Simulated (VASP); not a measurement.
# BAs (F-43m) in VASP: notebook

The runs below take BAs through single point, relaxation of cell and atoms, with LDA.

Everything below comes from runs of VASP 6.6.1. Logs are shortened: lines on timing, memory, paths and dates and some standing lists are left out, and cuts for length are marked.

## (1) The crystal as given

The structure is cubic, space group F-43m (No. 216). Conventional cell: a = 4.732 Å, b = 4.732 Å, c = 4.732 Å, α = 90.00°, β = 90.00°, γ = 90.00°. B (site symmetry -43m) has 4 As at 2.05 Å as nearest neighbours. As (site symmetry -43m) has 4 B at 2.05 Å as nearest neighbours.

The cell was built by a generator and needn't be a form met in nature.

## (2) Single point, LDA

File INCAR:

```
SYSTEM = BAs
PREC     = Accurate       ! precision mode
ENCUT    = 520            ! plane-wave cutoff, eV
EDIFF    = 1E-6           ! SCF threshold, eV
ISMEAR   = 0              ! smearing method
SIGMA    = 0.02           ! smearing width, eV
LREAL    = .False.        ! projectors in reciprocal space
LASPH    = .True.         ! aspherical terms in the spheres
NELM     = 100            ! most SCF steps
ALGO     = Fast           ! electronic algorithm
ISIF     = 2              ! what is computed and relaxed
LWAVE    = .False.        ! write WAVECAR
LCHARG   = .True.         ! write CHGCAR
LELF     = .True.         ! ELF
LVHAR    = .True.       
NBANDS   = 11             ! bands
```

File KPOINTS:

```
Automatic mesh
0
Gamma
  10 10 10
  0 0 0
```

File POSCAR:

```
BAs
1.0
    0.0000000000      2.3659693696      2.3659693696
    2.3659693696      0.0000000000      2.3659693696
    2.3659693696      2.3659693696      0.0000000000
B As
1 1
Direct
    0.0000000000      0.0000000000      0.0000000000
    0.2500000000      0.2500000000      0.2500000000
```

Potentials or basis: VASP PAW LDA potentials, release 64 (B, As).

Started as:

```sh
$ cat potpaw_LDA.64/B/POTCAR potpaw_LDA.64/As/POTCAR > POTCAR
$ mpirun -np 1 vasp_std > vasp.out
```

OUTCAR:

```text
SYSTEM = BAs
   PREC = Accurate
   ENCUT = 520
   EDIFF = 1E-6
   ISMEAR = 0
   LREAL = .False.
   LASPH = .True.
   NELM = 100
   ISIF = 2

 ion  position               nearest neighbor table
   1  0.000  0.000  0.000-   2 2.05   2 2.05   2 2.05   2 2.05
   2  0.250  0.250  0.250-   1 2.05   1 2.05   1 2.05   1 2.05

  LATTYP: Found a face centered cubic cell.
 ALAT       =     4.7319387392

  Lattice vectors:

 A1 = (   0.0000000000,   2.3659693696,   2.3659693696)
 A2 = (   2.3659693696,   0.0000000000,   2.3659693696)
 A3 = (   2.3659693696,   2.3659693696,   0.0000000000)

Analysis of symmetry for initial positions (statically):
=====================================================================
 Subroutine PRICEL returns:
 Original cell was already a primitive cell.

 Routine SETGRP: Setting up the symmetry group for a
 face centered cubic supercell.

 Subroutine GETGRP returns: Found 24 space group operations
 (whereof 24 operations were pure point group operations)
 out of a pool of 48 trial point group operations.

The static configuration has the point symmetry T_d .

Analysis of symmetry for dynamics (positions and initial velocities):
=====================================================================
 Subroutine PRICEL returns:
 Original cell was already a primitive cell.

 Routine SETGRP: Setting up the symmetry group for a
 face centered cubic supercell.

 Subroutine GETGRP returns: Found 24 space group operations
 (whereof 24 operations were pure point group operations)
 out of a pool of 48 trial point group operations.

The dynamic configuration has the point symmetry T_d .

 Subroutine INISYM returns: Found 24 space group operations
 (whereof 24 operations are pure point group operations),
 and found     1 'primitive' translations

----------------------------------------------------------------------------------------

                                     Primitive cell

  volume of cell :      26.4885

  direct lattice vectors                    reciprocal lattice vectors
     0.000000000  2.365969370  2.365969370    -0.211329870  0.211329870  0.211329870
     2.365969370  0.000000000  2.365969370     0.211329870 -0.211329870  0.211329870
     2.365969370  2.365969370  0.000000000     0.211329870  0.211329870 -0.211329870

  length of vectors
     3.345985971  3.345985971  3.345985971     0.366034073  0.366034073  0.366034073

  position of ions in fractional coordinates (direct lattice)
     0.000000000  0.000000000  0.000000000
     0.250000000  0.250000000  0.250000000

  ion indices of the primitive-cell ions
   primitive index   ion index
[... 80 lines left out ...]
   ISIF   =      2    stress and relaxation
   ISYM   =      2    0-nonsym 1-usesym 2-fastsym
   POTIM  = 0.5000    time-step for ionic-motion
   TEBEG  =    0.0;   TEEND  =   0.0 temperature during run
   PSTRESS=    0.0 pullay stress
   NELECT =       8.0000    total number of electrons
   NUPDOWN=      -1.0000    fix difference up-down
   EMIN   =  10.00;   EMAX   =-10.00  energy-range for DOS
   EFERMI =   0.00;   METHOD = LEGACY
   ISMEAR =     0;   SIGMA  =   0.02  broadening in eV -4-tet -1-fermi 0-gaus
   EFERMI_NEDOS =   21; number of points for ismear=-14 and -15
   IALGO  =     68    algorithm
   IMIX   =      4    mixing-type and parameters
     AMIX     =   0.40;   BMIX     =  1.00
     AMIX_MAG =   1.60;   BMIX_MAG =  1.00
  volume/ion in A,a.u.               =      13.24        89.38
  Fermi-wavevector in a.u.,A,eV,Ry     =   1.098379  2.075636 16.414576  1.206437
  Thomas-Fermi vector in A             =   2.234756
   LORBIT       =      0    0 simple, 1 ext, 2 COOP (PROOUT), +10 PAW based schemes
   GGA     = CA    functional components
   LHFCALC =     F    Hartree Fock is set to
   AEXX    =    0.0000 exact exchange contribution
   IVDW    =     0    specifies the selected vdW correction
   LEPSILON=     F    determine dielectric tensor
   LRPA    =     F    only Hartree local field effects (RPA)
 non-spin polarized calculation
 RMM-DIIS sequential band-by-band and
 Gauss-broadening in eV      SIGMA  =   0.02
  energy-cutoff  :      520.00
  volume of cell :       26.49
 maximum number of plane-waves:       728
 NGX is ok and might be reduce to    28
   NGX = 13   NGY = 13   NGZ = 13

 number of electron       8.0000000 magnetization

 Free energy of the ion-electron system (eV)
  ---------------------------------------------------
  ext. energy  EPLUGINS =         0.00000000
  ---------------------------------------------------
  free energy    TOTEN  =       -12.92594751 eV

  energy without entropy =      -12.92594751  energy(sigma->0) =      -12.92594751

 E-fermi :   6.5686     XC(G=0): -10.9028

 val. band max:        6.4814579134   @ k =   0.0000   0.0000   0.0000
 cond. band min:       7.5782595552   @ k =   0.4000   0.4000   0.0000
 fundamental gap:      1.0968016418
 Fermi energy:         6.5686331033

 k-point     1 :       0.0000    0.0000    0.0000
  band No.  band energies     occupation
      1      -9.1558      2.00000
      2       6.4815      2.00000
      3       6.4815      2.00000
      4       6.4815      2.00000
      5       9.7679      0.00000
      6       9.7679      0.00000
      7       9.7679      0.00000
      8      11.5400      0.00000
      9      15.9827      0.00000
     10      19.6333      0.00000
     11      19.6333      0.00000
[... 309 lines left out ...]
 k-point    24 :       0.4000    0.3000    0.0000
  band No.  band energies     occupation
      1      -6.4488      2.00000
      2       0.0062      2.00000
      3       2.3873      2.00000
      4       2.8953      2.00000
      5       8.1152      0.00000
      6       9.8267      0.00000
      7      15.4443      0.00000
      8      15.6585      0.00000
      9      18.6263      0.00000
     10      22.4871      0.00000
     11      22.5761      0.00000

 [... further k-points ...]
[... 5 lines left out ...]
  --------------------------------------------------------------------------------------
  -------------------------------------------------------------------------------------
  Total        0.1623799      0.1623799      0.1623799      0.0000000     -0.0000000      0.0000000
  in kB        9.8216717      9.8216717      9.8216717      0.0000000     -0.0000000      0.0000000
  external PRESSURE =       9.8216717 kB  Pullay stress =       0.0000000 kB

 VOLUME and BASIS-vectors are now :
 -----------------------------------------------------------------------------
  energy-cutoff  :      520.00
  volume of cell :       26.49
      direct lattice vectors                 reciprocal lattice vectors
     0.000000000  2.365969370  2.365969370    -0.211329870  0.211329870  0.211329870
     2.365969370  0.000000000  2.365969370     0.211329870 -0.211329870  0.211329870
     2.365969370  2.365969370  0.000000000     0.211329870  0.211329870 -0.211329870

 POSITION                                       TOTAL-FORCE (eV/Angst)
 -----------------------------------------------------------------------------------
      0.00000      0.00000      0.00000        -0.000000     -0.000000     -0.000000
      1.18298      1.18298      1.18298         0.000000      0.000000      0.000000
 -----------------------------------------------------------------------------------
    total drift:                               -0.000000     -0.000000     -0.000000

  FREE ENERGIE OF THE ION-ELECTRON SYSTEM (eV)
  ---------------------------------------------------
  free  energy   TOTEN  =       -12.9259475102 eV

  energy  without entropy=      -12.9259475102  energy(sigma->0) =      -12.92594751
```

It took 32 s on 1 thread of Intel Xeon Platinum 8375C at 2.90GHz (Ice Lake), shared host; peak memory 0.14 GiB.

What came out:

```yaml
Free_energy: -12.9259 eV
Pressure: 1.0 GPa
Band_gap_on_the_k_mesh: 1.10 eV, indirect (least direct gap 3.29 eV)
```

A k mesh can miss the band edges. As with any semilocal functional, this LDA gap is likely too small.

## (3) Relaxation of cell and atoms, LDA

This run uses another cell than the first one, of 13.57 Å³/atom, 1.024 times its volume.

File INCAR:

```
ALGO = Normal
EDIFF = 1E-6
EDIFFG = -0.002
ENCUT = 600
IBRION = 2
ISIF = 3
ISMEAR = 0
LASPH = True
LCHARG = False
LREAL = False
LWAVE = False
NELM = 100
NSW = 100
PREC = Accurate
SIGMA = 0.02
```

File KPOINTS:

```
k-points
0
Gamma
  10 10 10
```

File POSCAR:

```
BAs
1.0
    0.0000000000      2.3850000000      2.3850000000
    2.3850000000      0.0000000000      2.3850000000
    2.3850000000      2.3850000000      0.0000000000
B As
1 1
Direct
    0.0000000000      0.0000000000      0.0000000000
    0.2500000000      0.2500000000      0.2500000000
```

Potentials or basis: VASP PAW LDA potentials, release 64 (B, As).

Started as:

```sh
$ cat potpaw_LDA.64/B/POTCAR potpaw_LDA.64/As/POTCAR > POTCAR
$ mpirun -np 1 vasp_std > vasp.out
```

OUTCAR:

```text
EDIFF = 1E-6
   EDIFFG = -0.002
   ENCUT = 600
   IBRION = 2
   ISIF = 3
   ISMEAR = 0
   LASPH = True
   LREAL = False
   NELM = 100
   NSW = 100
   PREC = Accurate

 ion  position               nearest neighbor table
   1  0.000  0.000  0.000-   2 2.07   2 2.07   2 2.07   2 2.07
   2  0.250  0.250  0.250-   1 2.07   1 2.07   1 2.07   1 2.07

  LATTYP: Found a face centered cubic cell.
 ALAT       =     4.7700000000

  Lattice vectors:

 A1 = (   0.0000000000,   2.3850000000,   2.3850000000)
 A2 = (   2.3850000000,   0.0000000000,   2.3850000000)
 A3 = (   2.3850000000,   2.3850000000,   0.0000000000)

Analysis of symmetry for initial positions (statically):
=====================================================================
 Subroutine PRICEL returns:
 Original cell was already a primitive cell.

 Routine SETGRP: Setting up the symmetry group for a
 face centered cubic supercell.

 Subroutine GETGRP returns: Found 24 space group operations
 (whereof 24 operations were pure point group operations)
 out of a pool of 48 trial point group operations.

The static configuration has the point symmetry T_d .

Analysis of symmetry for dynamics (positions and initial velocities):
=====================================================================
 Subroutine PRICEL returns:
 Original cell was already a primitive cell.

 Routine SETGRP: Setting up the symmetry group for a
 face centered cubic supercell.

 Subroutine GETGRP returns: Found 24 space group operations
 (whereof 24 operations were pure point group operations)
 out of a pool of 48 trial point group operations.

The dynamic configuration has the point symmetry T_d .

 Subroutine INISYM returns: Found 24 space group operations
 (whereof 24 operations are pure point group operations),
 and found     1 'primitive' translations

----------------------------------------------------------------------------------------

                                     Primitive cell

  volume of cell :      27.1328

[... 120 lines left out ...]
 non-spin polarized calculation
 Gauss-broadening in eV      SIGMA  =   0.02
  energy-cutoff  :      600.00
  volume of cell :       27.13
 maximum number of plane-waves:       934
   NGX = 13   NGY = 13   NGZ = 13

--------------------------------------- Ionic step        1  -------------------------------------------

 number of electron       8.0000000 magnetization

 Free energy of the ion-electron system (eV)
  ---------------------------------------------------
  ext. energy  EPLUGINS =         0.00000000
  ---------------------------------------------------
  free energy    TOTEN  =       -12.92376907 eV

  energy without entropy =      -12.92376907  energy(sigma->0) =      -12.92376907

------------------------ aborting loop because EDIFF is reached ----------------------------------------

  FORCE on cell =-STRESS in cart. coord.  units (eV):
  Direction    XX          YY          ZZ          XY          YZ          ZX
  --------------------------------------------------------------------------------------
  -------------------------------------------------------------------------------------
  Total       -0.4223669     -0.4223669     -0.4223669     -0.0000000      0.0000000      0.0000000
  in kB      -24.9405107    -24.9405107    -24.9405107     -0.0000000      0.0000000      0.0000000
  external PRESSURE =     -24.9405107 kB  Pullay stress =       0.0000000 kB
[... 59 lines left out ...]
--------------------------------------- Ionic step        3  -------------------------------------------

 number of electron       8.0000000 magnetization

 Free energy of the ion-electron system (eV)
  ---------------------------------------------------
  ext. energy  EPLUGINS =         0.00000000
  ---------------------------------------------------
  free energy    TOTEN  =       -12.92748948 eV

  energy without entropy =      -12.92748948  energy(sigma->0) =      -12.92748948

 E-fermi :   6.5201     XC(G=0): -10.8753

 val. band max:        6.4057146406   @ k =   0.0000   0.0000   0.0000
 cond. band min:       7.5085581881   @ k =   0.4000   0.4000   0.0000
 fundamental gap:      1.1028435475
 Fermi energy:         6.5201474645

 k-point     1 :       0.0000    0.0000    0.0000
  band No.  band energies     occupation
      1      -9.1706      2.00000
      2       6.4057      2.00000
      3       6.4057      2.00000
      4       6.4057      2.00000
      5       9.6835      0.00000
      6       9.6835      0.00000
      7       9.6835      0.00000
      8      11.3798      0.00000
[... 243 lines left out ...]
 k-point    24 :       0.4000    0.3000    0.0000
  band No.  band energies     occupation
      1      -6.4817      2.00000
      2      -0.0513      2.00000
      3       2.3391      2.00000
      4       2.8438      2.00000
      5       8.0423      0.00000
      6       9.7490      0.00000
      7      15.3206      0.00000
      8      15.5389      0.00000

 [... further k-points ...]
[... 5 lines left out ...]
  --------------------------------------------------------------------------------------
  -------------------------------------------------------------------------------------
  Total       -0.0007610     -0.0007610     -0.0007610      0.0000000      0.0000000     -0.0000000
  in kB       -0.0457273     -0.0457273     -0.0457273      0.0000000      0.0000000     -0.0000000
  external PRESSURE =      -0.0457273 kB  Pullay stress =       0.0000000 kB
[... 17 lines left out ...]
  FREE ENERGIE OF THE ION-ELECTRON SYSTEM (eV)
  ---------------------------------------------------
  free  energy   TOTEN  =       -12.9274894760 eV

  energy  without entropy=      -12.9274894760  energy(sigma->0) =      -12.92748948

 reached required accuracy - stopping structural energy minimisation
```

OSZICAR:

```text
N       E                     dE             d eps       ncg     rms          rms(c)
DAV:   1     0.159764912560E+02    0.15976E+02   -0.43962E+03   752   0.998E+02
DAV:   2    -0.132313113925E+02   -0.29208E+02   -0.28204E+02  1136   0.118E+02
DAV:   3    -0.136554336889E+02   -0.42412E+00   -0.42412E+00   856   0.190E+01
DAV:   4    -0.136560754053E+02   -0.64172E-03   -0.64172E-03  1144   0.810E-01
[... 19 lines left out ...]
DAV:   2    -0.129279268703E+02    0.13192E-02   -0.22083E-03   800   0.288E-01    0.109E-01
DAV:   3    -0.129275192658E+02    0.40760E-03   -0.88856E-04   840   0.168E-01    0.364E-02
DAV:   4    -0.129274920436E+02    0.27222E-04   -0.43899E-05   976   0.444E-02    0.224E-02
DAV:   5    -0.129274895713E+02    0.24723E-05   -0.34363E-06   848   0.126E-02    0.110E-02
DAV:   6    -0.129274894760E+02    0.95292E-07   -0.18846E-07   376   0.315E-03
   3 F= -.12927489E+02 E0= -.12927489E+02  d E =-.372041E-02
```

Wall time 33 s (1 thread of Intel Xeon Platinum 8375C at 2.90GHz (Ice Lake), shared host); peak memory 0.15 GiB.

What came out:

| Property | Result |
| --- | --- |
| Free energy | -12.9275 eV |
| Relaxed volume | 13.33 Å³/atom |
| Relaxed cell | a = 3.353 Å, b = 3.353 Å, c = 3.353 Å, α = 60.00°, β = 60.00°, γ = 60.00° |
| Space group after relaxing (to 0.05 Å) | F-43m (No. 216) |
| Energy gained by relaxing | 1.9 meV/atom |
| Ionic steps | 3 |
| Pressure after relaxing | 0.0 GPa |
| Band gap on the k mesh | 1.10 eV, indirect (least direct gap 3.28 eV) |

Step by step:
```csv
step,energy change (eV),largest force (eV/Å),pressure (GPa),volume (Å³)
1,0.0000,0.0000,-2.49,27.13
2,-0.0016,0.0000,2.01,26.31
3,-0.0037,0.0000,0.00,26.66
```

Final structure:
```yaml
crystal:
  lattice:
    - [0.00000, 2.37114, 2.37114]
    - [2.37114, 0.00000, 2.37114]
    - [2.37114, 2.37114, 0.00000]
  atoms:
    - { symbol: B, position: [0.00000, 0.00000, 0.00000] }
    - { symbol: As, position: [0.25000, 0.25000, 0.25000] }
```

A k mesh can miss the band edges. LDA gaps usually lie below the measured ones, often by a third to a half.

## (4) Single point, LDA

This run uses another cell than the first one, of 13.57 Å³/atom, 1.024 times its volume.

File INCAR:

```
ALGO     = Normal         # electronic algorithm
EDIFF    = 1E-6           # SCF threshold, eV
ENCUT    = 520            # plane-wave cutoff, eV
GGA      = CA             # functional
ISIF     = 2              # what is computed and relaxed
ISMEAR   = 0              # smearing method
LASPH    = True           # aspherical terms in the spheres
LCHARG   = True           # write CHGCAR
LELF     = True           # ELF
LREAL    = False          # projectors in reciprocal space
LVHAR    = True         
LWAVE    = False          # write WAVECAR
NBANDS   = 11             # bands
NELM     = 100            # most SCF steps
PREC     = Accurate       # precision mode
SIGMA    = 0.1            # smearing width, eV
```

File KPOINTS:

```
k-points
0
Gamma
  6 6 6
```

POSCAR is that of step 3.

Started as:

```sh
$ cat potpaw_LDA.64/B/POTCAR potpaw_LDA.64/As/POTCAR > POTCAR
$ mpirun -np 1 vasp_std > vasp.out
```

It took 11 s on 1 thread of Intel Xeon Platinum 8375C at 2.90GHz (Ice Lake), shared host; peak memory 0.13 GiB.

It converged, with:

| Quantity | Value |
| --- | --- |
| Free energy | -12.9040 eV |
| Pressure | -2.5 GPa |
| Band gap on the k mesh | 1.22 eV, indirect (least direct gap 3.25 eV) |

Levels at points of the mesh, in eV from the valence-band top:
| k point | band 2 | band 3 | band 4 | band 5 | band 6 | band 7 |
| --- | --- | --- | --- | --- | --- | --- |
| (0.00, 0.00, 0.00) | 0.00 | 0.00 | 0.00 | 3.25 | 3.25 | 3.25 |
| (0.50, 0.00, 0.00) | -8.79 | -1.83 | -1.83 | 2.72 | 4.75 | 4.75 |
| (0.50, 0.50, 0.00) | -8.45 | -4.10 | -4.10 | 1.33 | 1.40 | 11.27 |

## (5) Summary

```csv
task,cell,k mesh,cutoff (eV),smearing,gap on the mesh (eV),pressure (GPa)
single point,"F-43m, 13.24 Å³/atom",10 × 10 × 10,520,gaussian 0.02 eV,1.10,1.0
relaxation of cell and atoms,relaxed,10 × 10 × 10,600,gaussian 0.02 eV,1.10,0.0
single point,"F-43m, 13.57 Å³/atom",6 × 6 × 6,520,gaussian 0.1 eV,1.22,-2.5
```

Alike in all rows: level LDA; potentials or basis VASP PAW LDA potentials, release 64 (B, As); no spin polarisation.

Total energies depend on the potentials used, so only differences within one code and one set of settings carry meaning.
